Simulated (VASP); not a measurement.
Wanted: the native input for a VASP 6.6.1 run.

```yaml
Task: single point
Functional: PBE
Potentials_or_basis: VASP PAW PBE potentials, release 64 (Mn_pv, O)
Cutoff: 520 eV
k_mesh: 6 × 6 × 4
Occupations: gaussian, width 0.05 eV
Spin: collinear spin, ferromagnetic start
Starting_moments: "[4.0, 4.0, 0.0, 0.0] μB"
Fixed_moment: 3 μB
Hubbard_terms: Mn d U = 2 eV
Further_INCAR_settings: ALGO = Normal; EDIFF = 1e-06; NBANDS = 31
```

The structure of MnO lies in POSCAR:

```
MnO
1.0
    3.3717001900      0.0000000000      0.0000000000
   -1.6858500900      2.9199780200      0.0000000000
    0.0000000000      0.0000000000      5.3854988200
Mn O
2 2
Direct
    0.3333333333      0.6666666667      0.0109600000
    0.6666666667      0.3333333333      0.5109600000
    0.3333333333      0.6666666667      0.3754700000
    0.6666666667      0.3333333333      0.8754700000
```

Measurements of this composition are mostly on another form, of space group No. 225.

These files were run (other wordings do the same):

INCAR

```
SYSTEM = MnO
PREC = Accurate
ENCUT = 520
EDIFF = 1E-6
ISMEAR = 0
SIGMA = 0.05
LREAL = .False.
LASPH = .True.
NELM = 120
ALGO = Normal
ISIF = 2
LWAVE = .False.
LCHARG = .True.
ISPIN = 2
MAGMOM = 4 4 0 0
LORBIT = 11
NUPDOWN = 3
LMAXMIX = 4
LDAU = .True.
LDAUTYPE = 2
LDAUL = 2 -1
LDAUU = 2 0
LDAUJ = 0 0
LDAUPRINT = 1
GGA = PE
LELF = .True.
LVHAR = .True.
NBANDS = 31
```

KPOINTS

```
regular mesh
0
Gamma
  6 6 4
  0 0 0
```

Potentials or basis: VASP PAW PBE potentials, release 64 (Mn_pv, O).

Command:

```sh
$ cat potpaw_PBE.64/Mn_pv/POTCAR potpaw_PBE.64/O/POTCAR > POTCAR
$ mpirun -np 1 vasp_std > vasp.out
```

It gave:

- Pressure: -12.6 GPa
- Largest force: 0.959 eV/Å
- Net moment: 3.00 μB per cell
- Site moments: Mn +1.61; O -0.08 μB
- Valence electrons inside the program's atomic spheres: Mn 11.45; O 4.96

Caveat: the moment is held away from its start; the total moment is fixed, so each spin has its own Fermi level; only a ferromagnetic start was run, and an antiferromagnetic order may lie lower in energy.

It took 70 s on 1 thread of Intel(R) Xeon(R) Platinum 8488C (Sapphire Rapids), with other jobs on the host, peak memory 0.22 GiB.
